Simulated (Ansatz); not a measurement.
AlN, DFT, PBE, all-electron LAPW, scalar-relativistic (Ansatz 0.2.0), run on 1 thread of Intel(R) Xeon(R) 6975P-C (Granite Rapids) on a shared host.

The geometry is COD entry 1523095, unchecked; take it as a test cell. The listed cell was then made from it by scaling, straining or moving an atom.

Command: `ansatz run input.yaml --threads 1 --pin off --max-ram 3072MiB --backend cpu --events-out ev --progress --plain --runs-dir out`

```yaml
crystal:
  lattice:
    - [0.0, 1.95822, 1.978]
    - [1.95822, 0.0, 1.978]
    - [1.95822, 1.95822, 0.0]
  atoms:
    - { symbol: Al, position: [0.0, 0.0, 0.0] }
    - { symbol: "N", position: [0.5, 0.5, 0.5] }
kpoints:
  mp_grid: { grid: [10, 10, 10] }
  band_path:
    path:
      - [0.0, 0.0, 0.0]
      - [0.0, 0.5, 0.5]
      - [0.25, 0.75, 0.5]
      - [0.0, 0.5, 0.0]
      - [0.0, 0.0, 0.0]
      - [0.5, 0.5, 0.0]
      - [0.3725125, 0.6274875, 0.0]
      - [-0.3725125, 0.3725125, 0.0]
      - [0.0, 0.0, 0.0]
    npoints: 5
scf:
  occupations: { method: fermi_dirac, width: 0.02 }
hamiltonian:
  xc: pbe
  pseudopotentials: { kind: all_electron, lapw: { basis_error: 0.001 } }
output:
  forces: true
  stress: true
  eigenvalues: true
```

Task: How large is the problem that the program sets up?

Result: 102 irreducible k-points, 247 plane waves at Γ, 13 bands.

Task: About how long does it take, and how much memory does it use?

Result: 5.7 s of wall time for 7 SCF iterations, with a peak of 0.33 GiB. Times on shared machines scatter by tens of per cent.
